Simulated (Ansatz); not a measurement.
Runs of Ansatz 0.2.0 on MnSb. Symmetry: P6_3/mmc, No. 194, hexagonal system. The conventional cell has a = 4.150 Å, b = 4.150 Å, c = 5.780 Å, α = 90.00°, β = 90.00°, γ = 120.00°. Around Sb (site symmetry -6m2) lie 6 Mn at 2.80 Å. Mn (site symmetry -3m) has 6 Sb at 2.80 Å and 2 Mn at 2.89 Å as nearest neighbours. 

```tsv
task	level	spin	U	cell	k mesh	cutoff (eV)	hubbard projectors	double counting	points for each segment of the path	atoms under strain	gap on the mesh (eV)	pressure (GPa)	moment (μB)	relaxed volume (Å³/atom)
relaxation of cell and atoms	LDA+U	collinear, ferromagnetic start	Mn d U = 7 eV	relaxed	7 × 7 × 5	420	ortho-atomic (the default)	fll (the default)	-	-	-	0.0	(b)	23.59
relaxation of cell and atoms	r2SCAN+D3(BJ)	collinear, ferromagnetic start	-	relaxed	7 × 7 × 5	500	-	-	-	-	-	0.0	7.41	21.20
band structure	PBEsol	non-collinear, ferromagnetic start, SOC	-	as given	7 × 7 × 5	420	-	-	14	-	none	(c)	6.71	-
single point	PBE	collinear, ferromagnetic start	-	as given	7 × 7 × 5	500	-	-	-	-	none	(a)	6.71	-
relaxation of cell and atoms	RPBE	collinear, ferromagnetic start	-	relaxed	7 × 7 × 5	420	-	-	-	-	-	0.0	6.73	21.34
elastic constants	PBE	collinear, ferromagnetic start	-	as given	6 × 6 × 4	420	-	-	-	relaxed	none	-3.1	6.71	-
```

Alike in all rows: potentials or basis Ansatz PAW; smearing fermi-dirac 0.05 eV.

Q: Estimate the missing entries.

A: (a) -3.2; (b) 8.41; (c) -7.1.

Caveats: the PAW data sets come from PBE, with cores solved anew for the run's functional, which leaves a small shift of forces and pressure (some runs); the plane-wave basis is chosen anew once the cell has moved, so the energies of steps on either side of that aren't comparable (some runs); the magnetic or orbital state may not be the lowest (some runs); the U is typed as a test and isn't derived for this compound (some runs); the dispersion damping was fitted for another functional or another form of the correction (some runs); the thresholds are loose for stress (some runs); the cell is more than 3 GPa from zero pressure, which shifts response properties (some runs).

A k mesh can miss the band edges, and rows without SOC leave out spin-orbit coupling on Sb.

A gap of «none» marks a metal or a gap under the smearing width.
